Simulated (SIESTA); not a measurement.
Bi:

```
CELL_PARAMETERS angstrom
-1.98143 1.98143 1.98143
1.98143 -1.98143 1.98143
1.98143 1.98143 -1.98143
ATOMIC_POSITIONS crystal
Bi 0.00000 0.00000 0.00000
```

This isn't the form of Bi at room conditions, which is rhombohedral.

| Item | Value |
| --- | --- |
| Program | SIESTA 5.4.2 |
| Task | single point |
| Functional | PBE |
| Potentials or basis | PseudoDojo 0.4 standard (PBE files) |
| Basis | DZP (energy shift 0.002 Ry) |
| Grid cutoff | 500 Ry |
| Energy shift | 0.002 Ry |
| k mesh | 9 × 9 × 9 |
| Occupations | fermi-dirac, width 0.05 eV |
| Spin | no spin polarisation |

On this cell: pressure 2.2 GPa; band gap on the k mesh none (metal or under the smearing width).

The same run follows on a disturbed copy (cell strained at random at fixed volume):

```
Bi
1.0
    -2.05109    1.93226    1.96372
     2.00913   -1.95414    1.94364
     2.06996    1.97301   -1.98560
Bi
1
Direct
  0.98622 0.98269 0.98033
```

**Question.** What does the disturbed cell give?

**Answer.** The energy (extrapolated to zero smearing) moves by +6.5 meV/atom; pressure 2.2 GPa; band gap on the k mesh none (metal or under the smearing width).

Stress tensor (GPa, compression positive):
```
 1.46 -0.19  0.54
-0.19  2.63  0.12
 0.54  0.12  2.59
```

Caveats: semicore shells carry a single zeta, which can move pressures by several GPa and volumes by a few percent; spin-orbit coupling is left out, which moves the levels of the heavy elements; the basis of atomic orbitals isn't converged, which shifts pressures, moduli and gaps.
